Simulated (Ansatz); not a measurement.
Moving the functional in Rb

Space group Im-3m (No. 229). a = 5.605 Å, b = 5.605 Å, c = 5.605 Å, α = 90.00°, β = 90.00°, γ = 90.00°
```tsv
atom	site	symmetry	x	y	z
Rb	2a	m-3m	0.0000	0.0000	0.0000
```

Kept alike: task band structure; k mesh 7 × 7 × 7; occupations fermi-dirac, width 0.05 eV; no spin polarisation. Program: Ansatz, all-electron LAPW, scalar-relativistic. The mesh is that of the run's cell of 1 atom. No spin-orbit coupling.

| functional | pressure (GPa) |
| --- | --- |
| BLYP | 0.20 |
| LDA | -0.36 |
| PBE | 0.09 |
| PBEsol | -0.06 |
| RPBE | 0.40 |
| revPBE | 0.35 |

Pressure is positive in compression. For a metal such a mesh leaves the last digits unconverged.

**Question.** What does the functional change here?

**Answer.** The pressure runs from -0.36 (LDA) to 0.40 GPa (RPBE). From PBE: BLYP +0.11; LDA -0.45; PBEsol -0.15; RPBE +0.31; revPBE +0.26.
